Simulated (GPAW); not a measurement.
Runs of GPAW 26.7.0 on Au. The structure is cubic, space group Fm-3m (No. 225). The conventional cell has a = 4.070 Å, b = 4.070 Å, c = 4.070 Å, α = 90.00°, β = 90.00°, γ = 90.00°. Around Au (site symmetry m-3m) lie 12 Au at 2.88 Å. 

```tsv
task	level	potentials or basis	spin	cutoff (eV)	eigensolver	band path	band points	spin axis theta (degrees)	spin axis phi (degrees)	grid spacing	pressure (GPa)	V0 of scaled cells (Å³/atom)	B0 (GPa)
band structure	OLYP	PAW data sets generated in the run's folder for this functional, pw	SOC, no magnetisation	600	davidson	GXWKGLUWLK,UX	60	90	0	-	(a)	-	-
band structure	rSCAN	GPAW PAW data sets (gpaw-data 1.2.1), pw	SOC, no magnetisation	600	-	GXWKGLUWLK,UX	80	90	0	-	(b)	-	-
equation of state	revPBE+D3(BJ)	the program's PAW data sets (release 1.2.1) made for this functional, pw	off	600	-	-	-	-	-	-	-	17.18	169
band structure	RPBE	the program's PAW data sets (release 1.2.1) made for this functional, pw	SOC, no magnetisation	600	-	GXWKGLUWLK,UX	60	90	45	-	17.1	-	-
band structure	SOGGA	PAW data sets generated in the run's folder for this functional, pw	SOC, no magnetisation	600	-	GXWKGLUWLK,UX	80	0	0	-	4.4	-	-
equation of state	LDA	JTH PAW 2.0, LDA, pw	off	600	-	-	-	-	-	-	-	(c)	197
equation of state	RPBE+D4	the program's PAW data sets (release 1.2.1) made for this functional, pw	off	600	-	-	-	-	-	-	-	17.40	161
```

Alike in all rows: cell as given; k mesh 11 × 11 × 11; smearing fermi-dirac 0.05 eV.

**Question.** Fill in the values left out.

**Answer.** (a) 11.4; (b) 9.6; (c) 16.56.

Caveats: with this Au data set, volumes or pressures lay over 1.5 % or 2 GPa off other programs in two to four cells of ten (some runs); spin-orbit coupling was added after a scalar SCF, so levels and gaps hold it while energy, forces, pressure and moments don't (some runs); the PAW data sets were made with another functional, which shifts forces and pressure a little (some runs); so large a pressure means that the cell lies far from this level's equilibrium, or that cutoff or potentials fall short (some runs); the program truncates these outside data sets (some runs).
